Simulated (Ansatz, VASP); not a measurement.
# Al: VASP beside Ansatz

```
Al
1.0
     4.01556    0.00000    0.00000
     0.00000   -4.01556    0.00000
     0.00000    0.00000   -4.01556
Al
4
Direct
  0.05738 0.62193 0.53826
  0.48087 0.95936 0.48725
  0.48087 0.45936 0.98725
  0.98087 0.95936 0.98725
```

Change from the starting cell: atom 1 moved 0.75 Å.

Alike in both runs: task single point; functional PBEsol; k mesh 8 × 8 × 8; occupations gaussian, width 0.15 eV; no spin polarisation.

```csv
,VASP,Ansatz
version,VASP 6.6.1,Ansatz 0.2.0
potentials or method,"VASP PAW PBE potentials, release 64 (Al)","scalar-relativistic, plane waves, PAW"
plane-wave cutoff (eV),520,420
valence electrons in the cell,12,12
```

VASP gave:

| Quantity | Value |
| --- | --- |
| gap on the k mesh at the Fermi level (eV) | none |
| pressure (GPa) | 12.4 |
| largest component of the traceless stress (GPa) | 7.40 |
| rms of the force components (eV/Å) | 2.296 |

What did Ansatz give for the same quantities?

gap on the k mesh at the Fermi level (eV): none; pressure (GPa): 12.3; largest component of the traceless stress (GPa): 7.35; rms of the force components (eV/Å): 2.284.

Atom by atom the forces differ by 0.012 eV/Å (rms over components). A gap of «none» marks a metal or a gap that the smearing closes.

Caveats: the PAW data sets were made with another functional, which shifts forces and pressure a little (VASP).
